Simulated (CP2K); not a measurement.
Runs of CP2K 2026.2 on ZnS (Wurtzite-4H). Symmetry: P6_3mc, No. 186, hexagonal system. Conventional cell: a = 3.823 Å, b = 3.823 Å, c = 12.520 Å, α = 90.00°, β = 90.00°, γ = 120.00°. Zn (site symmetry 3m) has 4 S at 2.34 to 2.35 Å as nearest neighbours. Around Zn (site symmetry 3m) lie 4 S at 2.34 to 2.35 Å. Around S (site symmetry 3m) lie 4 Zn at 2.34 to 2.35 Å. S (site symmetry 3m) is surrounded by 4 Zn at 2.34 to 2.35 Å. 

```tsv
potentials or basis	ADDED_MOS	gap on the mesh (eV)	pressure (GPa)
GTH_POTENTIALS Zn GTH-PBE-q12, S GTH-PBE-q6; SZV-MOLOPT-SR-GTH basis	[16]	2.10	-0.9
POTENTIAL_UZH Zn GTH-PBE-q12, S GTH-PBE-q6; TZV2P-MOLOPT-PBE-GTH basis	[22]	2.09	1.6
GTH_POTENTIALS Zn GTH-PBE-q12, S GTH-PBE-q6; TZVP-MOLOPT-SR-GTH, TZVP-MOLOPT-GTH basis	[22]	2.09	(a)
GTH_POTENTIALS Zn GTH-PBE-q12, S GTH-PBE-q6; DZVP-MOLOPT-SR-GTH basis	[22]	2.11	1.7
POTENTIAL_UZH Zn GTH-PBE-q12, S GTH-PBE-q6; TZVP-MOLOPT-PBE-GTH basis	[22]	2.09	1.8
POTENTIAL_UZH Zn GTH-PBE-q12, S GTH-PBE-q6; DZVP-MOLOPT-PBE-GTH basis	[22]	(b)	1.9
POTENTIAL_UZH Zn GTH-PBE-q12, S GTH-PBE-q6; ccGRB-D basis	[22]	2.27	2.5
```

Alike in all rows: task single point; level PBE; no spin polarisation; cell as given; k mesh 6 × 6 × 2; smearing fermi-dirac 0.05 eV.

Q: Estimate the missing entries.

A: (a) 2.0; (b) 2.08.

Caveats: the basis of atomic orbitals isn't converged, which shifts pressures, moduli and gaps; a minimal basis gives rough bond lengths, pressures and levels (some runs).

